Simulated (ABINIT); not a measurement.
Runs of ABINIT 10.8.3 (patched build) on Ge. The structure is cubic, space group Fd-3m (No. 227). The conventional cell has a = 5.658 Å, b = 5.658 Å, c = 5.658 Å, α = 90.00°, β = 90.00°, γ = 90.00°. Around Ge (site symmetry -43m) lie 4 Ge at 2.45 Å. 

| task | level | potentials or basis | k mesh | cutoff (eV) | share of exact exchange | most SCF steps | fine-grid cutoff | mesh quality | gap on the mesh (eV) | pressure (GPa) | V0 of scaled cells (Å³/atom) | B0 (GPa) |
| --- | --- | --- | --- | --- | --- | --- | --- | --- | --- | --- | --- | --- |
| single point | PBE0 | SG15 NC PBE v1.2 | 3 × 3 × 3 | 599 | 0.5 | 60 | - | coarse | 3.52 | -11.3 | - | - |
| single point | PBE0 | SG15 NC PBE v1.2 | 3 × 3 × 3 | 599 | 0.15 | 60 | - | coarse | (a) | 0.1 | - | - |
| single point | PBE0 | SG15 NC PBE v1.2 | 3 × 3 × 3 | 599 | 0.05 | 60 | - | coarse | 0.38 | 3.3 | - | - |
| single point | PBE0 | SG15 NC PBE v1.2 | 3 × 3 × 3 | 599 | 0.35 | 60 | - | coarse | 2.43 | -6.3 | - | - |
| single point | PBE0 | SG15 NC PBE v1.2 | 3 × 3 × 3 | 599 | 0.25 | 60 | - | coarse | 1.73 | -3.0 | - | - |
| equation of state | PBEsol | JTH PAW PBE v2.0 | 8 × 8 × 8 | 599 | - | - | 1197.3 eV | not flagged | - | - | 22.90 | (b) |
| equation of state | r2SCAN | JTH PAW PBE v2.0 | 8 × 8 × 8 | 707 | - | - | 1306.15 eV | not flagged | - | - | 22.94 | 70 |

Alike in all rows: no spin polarisation; cell as given; smearing fermi-dirac 0.05 eV.

Estimate the missing entries.

(a) 1.05; (b) 66.

Caveats: some runs use coarse meshes; exact exchange is summed on a coarse mesh, which widens gaps by tenths of an eV (some runs); the potentials were made for another functional, which shifts forces and pressure (some runs); an odd mesh through Γ misses points on the zone boundary, where band edges often lie (some runs); pressures at fixed basis lie under the slope of the energies (some runs); the PAW data sets were made with another functional, which shifts forces and pressure a little (some runs); the atomic spheres overlap (some runs).

A k mesh can miss the band edges, and the runs leave out spin-orbit coupling on Ge.
